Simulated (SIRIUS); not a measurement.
FeO (Wuestite) in SIRIUS: the effect of Hubbard term

FeO (Wuestite):

```xyz
2
Lattice="1.5188 0.8769 2.5196 -1.5188 0.8769 2.5196 0.0000 -1.7538 2.5196" Properties=species:S:1:pos:R:3 pbc="T T T"
Fe    0.0000    0.0000    0.0000
O     0.0000    0.0000    3.7794
```

Alike in all runs:

```yaml
Program: SIRIUS 7.12.0
Task: single point
Functional: LDA
Potentials_or_basis: PseudoDojo 0.4.1 PBE standard (scalar relativistic)
Cutoff: 1228 eV
Density_cutoff: 4912 eV
k_mesh: 6 × 6 × 6
Occupations: fermi-dirac, width 0.05 eV
Spin: collinear spin, ferromagnetic start
Starting_moments: "[3.0, 0.0] μB"
Libxc_names: "[\"XC_LDA_X\", \"XC_LDA_C_PW\"]"
Energy_tol: 1e-08 Ha
Density_tol: 1e-06
Mixer: anderson
Mixing_beta: 0.5
Max_scf: 100
```

```csv
Hubbard term,pressure (GPa)
none,-16.1
Fe d U = 2 eV,-14.6
Fe d U = 4 eV,-13.0
Fe d U = 6 eV,?
Fe d U = 8 eV,-9.2
```

Problem. What does the run with Hubbard term Fe d U = 6 eV give?

Solution. Pressure -11.2 GPa.

Worked out: A parabola through the other rows of the pressure, of slope 0.945 GPa per eV there, gives -11.2 GPa, against the run's -11.2.

Caveats: all runs use coarse meshes; the potentials were made for another functional, which shifts forces and pressure; a cell with one magnetic atom can't hold antiferromagnetic order, which such compounds often take.
